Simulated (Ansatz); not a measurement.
A relaxed cell of S is given with its symmetry left out. The cell was found from a structure generator's guess, not taken from experiment.

All numbers below come from DFT PBE, scalar-relativistic, plane waves, PAW (Ansatz). Cutoff 420 eV, Γ-centred mesh, Gaussian smearing, no spin polarisation.

```yaml
crystal:
  lattice:
    - [-3.04732, 3.04732, 1.05101]
    - [3.04732, -3.04732, 1.05101]
    - [3.04732, 3.04732, -1.05101]
  atoms:
    - { symbol: S, position: [0.50000, 0.50000, 0.00000] }
```

Energies count from the standard state of S at the same level.

Task: Find its symmetry and describe it.

Result: I4/mmm (No. 139). Conventional cell: a = 6.095 Å, c = 2.102 Å. S has 2 S at 2.10 Å.

Task: How far does it lie from the standard state of S?

Result: +0.66 eV/atom. So it is a metastable form at best.

Task: Is it a metal?

Result: Yes, bands cross the Fermi level on the 28×28×28 mesh.

The last run used a 28×28×28 mesh for its 1-atom cell and Gaussian smearing of 0.10 eV. The end has Fmmm (No. 69) at a tolerance of 0.01 Å; the cell shown is made exact in the group found at 0.05 Å. No dispersion correction is applied, so the spacing and binding between layers, chains or molecules are poorly described. The reference form of S is held partly by dispersion forces, which this level lacks. A structure relaxed within its symmetry needn't be a true minimum. Another cell of S relaxed alike, in I4_1/amd, lies 213 meV/atom lower, so this cell isn't the stable form at this level.
